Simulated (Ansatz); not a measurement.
# Au (P6_3/mmc) in Ansatz: notebook

The runs below take Au through relaxation of cell and atoms, single point, with BLYP+D4, PBE.

Program: Ansatz 0.2.0. These are calculated values, not measurements. Logs are shortened: lines on timing, memory, paths and dates and some standing lists are left out, and cuts for length are marked.

## (1) The structure

It takes space group P6_3/mmc (No. 194, hexagonal). The conventional cell has a = 2.900 Å, b = 2.900 Å, c = 4.880 Å, α = 90.00°, β = 90.00°, γ = 120.00°. Around Au (site symmetry -6m2) lie 12 Au at 2.90 to 2.96 Å.

This isn't the form of Au at room conditions, which is fcc.

## (2) Relaxation of cell and atoms, BLYP+D4

Contents of input.yaml:

```yaml
crystal:
  lattice:
    - [2.9, 0.0, 0.0]
    - [-1.45, 2.511473671, 0.0]
    - [0.0, 0.0, 4.88]
  atoms:
    - { symbol: Au, position: [0.6666666667, 0.3333333333, 0.25] }
    - { symbol: Au, position: [0.3333333333, 0.6666666667, 0.75] }
hamiltonian:
  xc: blyp
  pseudopotentials: { kind: paw }
  dispersion: d4
kpoints:
  mp_grid: { grid: [11, 11, 6] }
scf:
  occupations: { method: fermi_dirac, width: 0.05 }
output:
  forces: true
  stress: true
  eigenvalues: true
  write_density: true
  write_potential: true
  elf: true
  volumetric_format: npy
relax:
  f_tol: 0.01
  max_steps: 40
  cell: { stress_tol: 0.05 }
```

Potentials or basis: Ansatz PAW.

The run is started by

```sh
$ ansatz run input.yaml --threads 2 --pin off --max-ram 5632MiB --backend cpu --events-out ev --progress --plain --runs-dir out
```

Log:

```text
Warning: RAYON_NUM_THREADS=2 ignored (pool sized by the plan → 2); use --threads N
Engine: ansatz 0.2.0, x86_64-unknown-linux-gnu
Pseudopotentials: kind: paw
Pseudopotential: Au, paw, valence charge 19, recommended cutoff 420 eV (normal), Au.paw.azcp
Functional definition: BLYP
  parameter beta = 0.0042
  parameter a = 0.04918
  parameter b = 0.132
  parameter c = 0.2533
  parameter d = 0.349
  exchange = b88_x(beta = beta)
  correlation = lyp_c(a = a, b = b, c = c, d = d)
Crystal: 2 atoms, lattice volume = 35.542 Å³
Basis set: ecut = 420 eV, 701 PW (Γ), exchange–correlation on 40×40×72 points (8 copies of the dense FFT grid, shifted against one another)
Bands: 23, of which v1, the nominal top of the filled ones, is band 19 counted from 1 (18 counted from 0)
Symmetry: 24 space group operations
Space group: P63/mmc (ITA 194), of the structure as read, at distance tolerance 3.3e-5 Å
k-points: 64 of 726
Non-local potential: Au, projectors of the file, l = 0: 3, l = 1: 2, l = 2: 2, l = 3: 1
PAW form: soft (Blöchl's): semilocal exchange-correlation on the pseudo side does not see the compensation charge
PAW frozen core: Au, regenerated for the run's functional, and the local potential with it (the file was generated under x = pbe(κ = 0.804, μ = 0.2195149727645171), c = pbe(β = 0.06672455060314922))
PAW one-centre angular grid: Au, 590 points (default); XC on 64 Gauss nodes
Initial density: superposition of atomic densities (neutral atoms: chi_scale 0, normalization atom), corrected by the library's trained network
Initial wavefunctions: pseudopotential atomic-orbital guess
Functional: x = b88, c = lyp
SCF iter   1: F=—  HF=-26354.400773 eV  |F-HF|=—  |Δ(HF+E_count)|=         —  Δρ=7.15e-3  dr2=1.87e-2  ethr=1.77e-3  ⟨swp⟩=4.8  Hψ=5634  notcnv=0
preconditioner: auto → Kerker (q_TF=auto, 2.759 Å⁻¹)  [metal: Δε(μ)=0.051 eV  Ē_g=10.774 eV  σ=0.050 eV  W_gap=0.24  n_scr=10 (ndim 8)  ℏωp=29.2 eV  f_vac=0.000  D(μ)=1.18/eV (n_scr^D=2)]
SCF iter   2: F=—  HF=-26354.398851 eV  |F-HF|=—  |Δ(HF+E_count)|=   1.92e-3  Δρ=4.07e-3  dr2=5.41e-3  ethr=4.93e-5  ⟨swp⟩=1.2  Hψ=2000  notcnv=0  defer=1
SCF iter   3: F=—  HF=-26354.398449 eV  |F-HF|=—  |Δ(HF+E_count)|=   4.02e-4  Δρ=1.01e-3  dr2=2.57e-4  ethr=1.42e-5  ⟨swp⟩=2.2  Hψ=2013  notcnv=0  defer=1
SCF iter   4: F=—  HF=-26354.398568 eV  |F-HF|=—  |Δ(HF+E_count)|=   1.18e-4  Δρ=1.97e-4  dr2=1.12e-5  ethr=6.77e-7  ⟨swp⟩=2.4  Hψ=2480  notcnv=0  defer=1
SCF iter   5: F=—  HF=-26354.398570 eV  |F-HF|=—  |Δ(HF+E_count)|=   2.66e-6  Δρ=5.96e-5  dr2=1.03e-6  ethr=2.94e-8  ⟨swp⟩=2.0  Hψ=2078  notcnv=0  defer=1
SCF iter   6: F=-26354.398571 eV  HF=-26354.398571 eV  |F-HF|=2.33e-8  |Δ(HF+E_count)|=   4.90e-7  Δρ=1.56e-5  dr2=8.85e-8  ethr=2.63e-10  ⟨swp⟩=9.5  Hψ=10366  notcnv=0
SCF 1 converged in 6 iterations: F = -26354.398571 eV  dr2 = 8.85e-8
[... 47 lines left out ...]
SCF iter   4: F=—  HF=-26354.400058 eV  |F-HF|=—  |Δ(HF+E_count)|=   3.04e-9  Δρ=4.31e-7  dr2=5.89e-11  ethr=1.00e-12  ⟨swp⟩=6.0  Hψ=6749  notcnv=0
SCF iter   5: F=-26354.400058 eV  HF=-26354.400058 eV  |F-HF|=3.64e-12  |Δ(HF+E_count)|=  1.09e-10  Δρ=6.83e-8  dr2=1.16e-12  ethr=1.00e-12  ⟨swp⟩=5.0  Hψ=6086  notcnv=0
SCF 6 converged in 5 iterations: F = -26354.400058 eV  dr2 = 1.16e-12
relax step   6: F+E_penalty+E_count = -26354.40005786 eV  Δ(F+E_penalty+E_count) = -1.315e-4 eV  max|allowed force component| = 7.864e-17 eV/Å  Δτ_max = 0.0000 Å  P = -0.002 GPa  Ω = 35.866 Å³  stress off target by 5.12e-3 GPa  SCF on the basis re-selected at this cell (its energy is not comparable with the rows above)  (5 SCF iters)
basis re-selected at this cell: Δ(F+E_penalty+E_count) = -1.315e-4 eV, ΔP = -0.001 GPa vs the last step (what re-selecting the basis moved, of the pressure what is left beyond the Pulay correction that the steps carried, after the strain that the cell walked since its last selection, with what the two solves' SCF thresholds leave and, on support functions, any second-order correction that the steps lacked; it is no measure of the basis error at this ecutwfc). This SCF's stress stands 5.12e-3 GPa from its target on what of the cell is left free (relax.cell.stress_tol is 5.00e-2 GPa) and its largest allowed force component is 7.86e-17 eV/Å (relax.f_tol is 1.00e-2 eV/Å): within both
SCF converged after 5 iterations
Free energy (F): -26354.400058 eV
Harris-Foulkes:  -26354.400058 eV  (|F-HF|=3.64e-12)
Internal energy: -26354.391587 eV  (E = F + TS)
E sigma→0 (E₀):  -26354.395823 eV
Entropy (-TS):   -0.008471 eV (-4.235 meV/atom)
Fermi energy:    19.759652 eV
--- Per-component energies (eV) ---
  E_band       = -439.153199
  E_kinetic    = 1211.211135
  E_local      = -3562.564483  (includes V_loc(G=0)·N_el)
  E_nonlocal   = 143.559615
  E_hartree    = 1513.991979
  E_xc         = -449.546298
  E_vxc        = -541.232280  (∫ρ·V_xc dr)
  E_paw        = -19473.501367  (= ΣΔE_a)
  E_vpaw       = -718.113740  (= ΣTr[D̂ρ^β])
  E_aug_tail   = 0.002631  (compensation charges beyond the density's cutoff)
  E_ewald      = -5735.345367
  E_disp       = -2.484016  (pairwise vdW)
  E_core_change = 0.284584  (= ΣΔE_core)
  E_smearing   = -0.008471  (= −TS)
  E_closure    = 0.000000  (closes the sum)
  Σ components = -26354.400058   (vs F -26354.400058, Δ=0.00e0)
--- Forces (eV/Å), atoms counted from 1 ---
  atom   1  Au     0.00000000    -0.00000000     0.00000000
  atom   2  Au     0.00000000     0.00000000    -0.00000000
  max |Σ_I F_I| component: 1.39e-17 eV/Å
--- Stress (GPa, compression-positive) ---
       -0.000380       0.000000      -0.000000
        0.000000      -0.000380      -0.000000
       -0.000000      -0.000000      -0.005122
  P = ⅓ Tr σ = -0.0020 GPa (-0.020 kbar)
--- Band table (eV; the first three rows and the last of 64) ---
  k-point 0: bands = ["-85.5506", "-85.5428", "-37.0333", "-36.8927", "-36.8927", "-36.8699", "-36.8692", "-36.8692", "10.5079", "12.8284", "15.1430", "15.3999", "15.3999", "15.6819", "15.6819", "16.3040", "16.3040", "17.5738", "17.5738", "19.0703", "22.1482", "34.6830", "35.6629"]
  k-point 1: bands = ["-85.5501", "-85.5433", "-37.0225", "-36.8911", "-36.8911", "-36.8809", "-36.8708", "-36.8708", "10.7274", "12.8155", "15.0982", "15.3545", "15.3545", "15.6211", "15.6211", "16.4581", "16.4581", "17.5386", "17.5386", "17.7259", "23.9264", "34.1957", "35.8316"]
  k-point 2: bands = ["-85.5486", "-85.5447", "-36.9928", "-36.9111", "-36.8868", "-36.8868", "-36.8751", "-36.8751", "11.3381", "12.6696", "15.0318", "15.3135", "15.3135", "15.4841", "15.4841", "16.0701", "16.7942", "16.7942", "17.4052", "17.4052", "26.9493", "32.9998", "35.0574"]
  k-point 63: bands = ["-85.5390", "-85.5390", "-37.0179", "-37.0179", "-36.9790", "-36.9790", "-36.9077", "-36.9077", "14.0643", "14.0643", "14.7915", "14.7915", "15.4410", "15.4410", "16.2901", "16.2901", "17.6502", "17.6502", "23.3370", "23.3370", "24.1083", "24.1083", "27.0076"]
--- Relaxed structure (5 steps of the walk, 4 accepted, 1 SCFs on fresh bases) ---
  F+E_penalty+E_count = -26354.40005786 eV   max|allowed force component| = 7.864e-17 eV/Å   (the final SCF, on the basis selected at the relaxed cell)
  cell:  # Å, volume = 35.8660 Å³
    - [2.9126297350716928, 0.0, -2.264966260176837e-34]
    - [-1.4563148675358464, 2.522411342390025, 1.1324831300884186e-34]
    - [-3.8113914998647133e-34, 0.0, 4.881821313001336]
  atoms:
    - { symbol: Au, position: [0.6666666666666666, 0.33333333333333326, 0.25] }
    - { symbol: Au, position: [0.33333333333333326, 0.6666666666666665, 0.75] }
```

Wall time 15 s (2 threads of Intel Xeon at 2.50GHz (Skylake/Cascade Lake), shared host); peak memory 0.38 GiB.

What came out:

- Free energy: -26354.4001 eV
- Relaxed volume: 17.93 Å³/atom
- Relaxed cell: a = 2.913 Å, b = 2.913 Å, c = 4.882 Å, α = 90.00°, β = 90.00°, γ = 120.00°
- Space group after relaxing (to 0.05 Å): P6_3/mmc (No. 194)
- Energy gained by relaxing: 0.7 meV/atom
- Ionic steps: 5
- Pressure after relaxing: 0.0 GPa
- Band gap on the k mesh: none (metal or under the smearing width)

Step by step:
| step | energy change (eV) | largest force (eV/Å) | volume (Å³) |
| --- | --- | --- | --- |
| 1 | 0.0000 | 0.0000 | 35.54 |
| 2 | -0.0013 | 0.0000 | 35.89 |
| 3 | -0.0013 | 0.0000 | 35.88 |
| 4 | -0.0014 | 0.0000 | 35.87 |
| 5 | -0.0015 | 0.0000 | 35.87 |

Final structure:
```yaml
crystal:
  lattice:
    - [2.91263, 0.00000, 0.00000]
    - [-1.45631, 2.52241, 0.00000]
    - [0.00000, 0.00000, 4.88182]
  atoms:
    - { symbol: Au, position: [0.66667, 0.33333, 0.25000] }
    - { symbol: Au, position: [0.33333, 0.66667, 0.75000] }
```

Levels at points of the mesh, in eV from the Fermi level:
| k point | band 17 | band 18 | band 19 | band 20 | band 21 | band 22 |
| --- | --- | --- | --- | --- | --- | --- |
| (0.00, 0.00, 0.00) | -3.46 | -2.19 | -2.19 | -0.69 | 2.39 | 14.92 |
| (0.00, 0.00, -0.50) | -2.61 | -2.61 | -2.61 | -2.61 | 10.45 | 10.45 |

Caveat: the plane-wave basis is chosen anew once the cell has moved, so the energies of steps on either side of that aren't comparable; pairwise dispersion overbinds metals, which lowers pressure and volume; the PAW data sets come from PBE, with cores solved anew for the run's functional, which leaves a small shift of forces and pressure. The run has no spin-orbit coupling, so splittings on Au are missing.

[end of part 1 of 2]
